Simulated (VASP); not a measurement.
Set up this calculation in VASP 6.6.1, as the native input.

```
Task                   : single point
Functional             : revTPSS
Dispersion             : D4
Potentials or basis    : VASP PAW PBE potentials, release 64 (Pb_d)
Cutoff                 : 520 eV
k mesh                 : 9 × 9 × 9
Occupations            : methfessel-paxton, width 0.1 eV
Spin                   : no spin polarisation
Further INCAR settings : ALGO = Normal; EDIFF = 1e-06; NBANDS = 13
```

The structure of Pb lies in POSCAR:

```
Pb
1.0
    0.0000000000      2.4750200000      2.4750200000
    2.4750200000      0.0000000000      2.4750200000
    2.4750200000      2.4750200000      0.0000000000
Pb
1
Cartesian
    0.0000000000      0.0000000000      0.0000000000
```

These files were run (other wordings do the same):

INCAR

```
SYSTEM = Pb
PREC     = Accurate       ! precision mode
ENCUT    = 520            ! plane-wave cutoff, eV
EDIFF    = 1E-6           ! SCF threshold, eV
ISMEAR   = 1              ! smearing method
SIGMA    = 0.1            ! smearing width, eV
LREAL    = .FALSE.        ! projectors in reciprocal space
LASPH    = .TRUE.         ! aspherical terms in the spheres
NELM     = 100            ! most SCF steps
ALGO     = Normal         ! electronic algorithm
ISIF     = 2              ! what is computed and relaxed
LWAVE    = .FALSE.        ! write WAVECAR
LCHARG   = .TRUE.         ! write CHGCAR
METAGGA  = RTPSS          ! meta-GGA
LMIXTAU  = .TRUE.       
IVDW     = 13             ! dispersion correction
VDW_S6   = 1.0          
VDW_S8   = 1.53089454   
VDW_A1   = 0.44880597   
VDW_A2   = 4.64042317   
LELF     = .TRUE.         ! ELF
LVHAR    = .TRUE.       
NBANDS   = 13             ! bands
```

KPOINTS

```
Automatic mesh
0
G
  9 9 9
  0 0 0
```

Potentials or basis: VASP PAW PBE potentials, release 64 (Pb_d).

Launch:

```sh
$ cat potpaw_PBE.64/Pb_d/POTCAR > POTCAR
$ mpirun -np 1 vasp_std > vasp.out
```

Results of the run:

```json
{"Pressure": "-2.7 GPa", "Band gap on the k mesh": "none (metal or under the smearing width)", "Dispersion energy per atom": "-0.446 eV"}
```

Caveat: the PAW data sets were made with another functional, which shifts forces and pressure a little; pairwise dispersion overbinds metals, which lowers pressure and volume.

Wall time 79 s on 1 thread of Intel(R) Xeon(R) Platinum 8488C (Sapphire Rapids) (shared host), peak memory 0.17 GiB.
